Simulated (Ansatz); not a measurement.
System: rock-salt NaBr. Method: r²SCANh (PAW; Ansatz, a first-principles code).

Settings: plane-wave cutoff 520 eV, 8×8×8 k mesh, Fermi–Dirac smearing 0.01 eV, scalar-relativistic PAW data made under PBE.

On both sides of the equilibrium volume: at 25.563 Å³/atom the pressure is 0.60 GPa and the direct gap at Γ 5.707 eV; at 26.874 Å³/atom they are -0.53 GPa and 5.536 eV. The fitted bulk modulus is 22.5 GPa.

Question: Work out the volume deformation potential of this gap and its pressure coefficient, in two ways.

Answer: a_V = dE_g/d ln V = (5.536 − 5.707)/ln(26.874/25.563) = -3.42 eV. Since dP = −B d ln V, dE_g/dP = −a_V/B = 152 meV/GPa. Straight from the pressures: (5.707 − 5.536)/(0.60 − (-0.53)) = 151 meV/GPa. At this level and over this range the gap at Γ widens under pressure.

Spin–orbit coupling is not included.
